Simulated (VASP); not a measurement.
The system is Se.

```
Se
1.0
     4.36620    0.00000    0.00000
    -2.18310    3.78124    0.00000
     0.00000    0.00000    4.95360
Se
3
Direct
  0.22540 0.00000 0.33333
  0.00000 0.22540 0.66667
  0.77460 0.77460 0.00000
```

- Program: VASP 6.6.1
- Task: relaxation of cell and atoms
- Functional: PBE
- Dispersion: D3(BJ)
- Potentials or basis: VASP PAW PBE potentials, release 64 (Se)
- Cutoff: 600 eV
- k mesh: 9 × 9 × 6
- Occupations: gaussian, width 0.03 eV
- Spin: no spin polarisation

At the start: pressure 0.9 GPa; volume 27.26 Å³/atom.

Task: How do energy, volume and symmetry change on relaxing?

Result: Over 15 steps the energy falls by 25.4 meV/atom and the volume is 24.48 Å³/atom (-10.2 %); space group P3_121 (No. 152, to 0.05 Å).

Step by step:
```tsv
step	energy change (eV)	largest force (eV/Å)	pressure (GPa)	volume (Å³)
1	0.0000	0.4482	0.86	81.78
2	-0.0111	0.0980	-1.80	83.51
3	-0.0154	0.0793	-0.92	82.90
4	-0.0280	0.0821	-0.82	81.61
5	-0.0585	0.1045	-0.28	77.77
6	-0.0600	0.1864	2.15	70.28
7	-0.0717	0.1570	0.73	74.05
8	-0.0747	0.0748	-0.61	73.96
9	-0.0759	0.0015	-0.16	74.00
10	-0.0759	0.0011	-0.18	74.00
11	-0.0761	0.0056	-0.10	73.67
12	-0.0761	0.0093	-0.03	73.35
13	-0.0761	0.0071	-0.06	73.48
14	-0.0761	0.0100	0.06	73.43
15	-0.0762	0.0026	0.01	73.45
```

Final structure:
```cif
data_structure
_symmetry_space_group_name_H-M 'P 1'
_symmetry_Int_Tables_number 1
_cell_length_a 4.0647
_cell_length_b 4.0647
_cell_length_c 5.1337
_cell_angle_alpha 90.000
_cell_angle_beta 90.000
_cell_angle_gamma 120.000
_cell_volume 73.45
loop_
_atom_site_label
_atom_site_type_symbol
_atom_site_fract_x
_atom_site_fract_y
_atom_site_fract_z
_atom_site_occupancy
Se1 Se 0.24775 0.00000 0.33333 1
Se2 Se 0.00000 0.24775 0.66667 1
Se3 Se 0.75225 0.75225 0.00000 1
```

Caveat: the volume moved by -10 % from the deposited cell, more than functionals usually miss.
